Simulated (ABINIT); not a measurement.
The system is ZnS (Wurtzite-2H).

```
Zn S
1.0
     3.81100    0.00000    0.00000
    -1.90550    3.30042    0.00000
     0.00000    0.00000    6.23400
Zn S
2 2
Direct
  0.66667 0.33333 0.50000
  0.33333 0.66667 0.00000
  0.66667 0.33333 0.88500
  0.33333 0.66667 0.38500
```

Base run:

| Property | Result |
| --- | --- |
| Program | ABINIT 10.8.3 (patched build) |
| Functional | PBE |
| Potentials or basis | PseudoDojo NC SR PBE v0.4.1 standard |
| Cutoff | 1143 eV |
| k mesh | 6 × 6 × 4 |
| Occupations | fermi-dirac, width 0.05 eV |
| Spin | no spin polarisation |

Its results: band gap on the k mesh 2.25 eV, direct; pressure 2.3 GPa; largest force 0.322 eV/Å.

The run is repeated on the same cell with these changes: potentials or basis from PseudoDojo NC SR PBE v0.4.1 standard to PseudoDojo NC SR PBE v0.5 stringent; cutoff from 1143 eV to 1034 eV. What comes out?

Band gap on the k mesh 2.25 eV, direct; pressure 1.9 GPa; largest force 0.322 eV/Å.

